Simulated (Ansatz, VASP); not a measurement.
# S: VASP beside Ansatz

Contents of INCAR:

```
PREC = Accurate
ENCUT = 520
EDIFF = 1E-6
ISMEAR = 0
SIGMA = 0.1
LREAL = False
LASPH = True
NELM = 60
ALGO = Normal
ISIF = 2
LWAVE = False
LCHARG = False
GGA = PE
NBANDS = 9
```

The input KPOINTS:

```
regular mesh
0
Gamma
  18 18 10
```

File POSCAR:

```
S
1.0
    2.4112521229      0.0000000000      0.0000000000
    0.0000000000      2.4112521229      0.0000000000
    0.0000000000      0.0000000000      4.5182360982
S
1
Direct
    0.0000000000      0.0000000000      0.0000000000
```

Input for Ansatz:

```yaml
crystal:
  lattice:
    - [2.4112521229, 0.0, 0.0]
    - [0.0, 2.4112521229, 0.0]
    - [0.0, 0.0, 4.5182360982]
  atoms:
    - { symbol: S, position: [0.0, 0.0, 0.0] }
basis:
  ecutwfc: 420
kpoints:
  mp_grid: { grid: [18, 18, 10] }
hamiltonian:
  xc: pbe
scf:
  occupations: { method: gaussian, width: 0.1 }
output:
  forces: true
  stress: true
  eigenvalues: true
```

Alike in both runs: task single point; functional PBE; k mesh 18 × 18 × 10; occupations gaussian, width 0.1 eV; no spin polarisation.

|  | VASP | Ansatz |
| --- | --- | --- |
| version | VASP 6.6.1 | Ansatz 0.2.0 |
| potentials or method | VASP PAW PBE potentials, release 64 (S) | scalar-relativistic, plane waves, PAW |
| plane-wave cutoff (eV) | 520 | 420 |
| valence electrons in the cell | 6 | 6 |

```csv
,VASP,Ansatz,Ansatz less VASP
gap on the k mesh at the Fermi level (eV),none,none,-
pressure (GPa),-2.5,-2.3,+0.15
largest component of the traceless stress (GPa),2.44,2.32,-0.113
```

A gap of «none» marks a metal or a gap that the smearing closes. With one functional, cell and mesh, what is left measures potentials, basis and numerics.
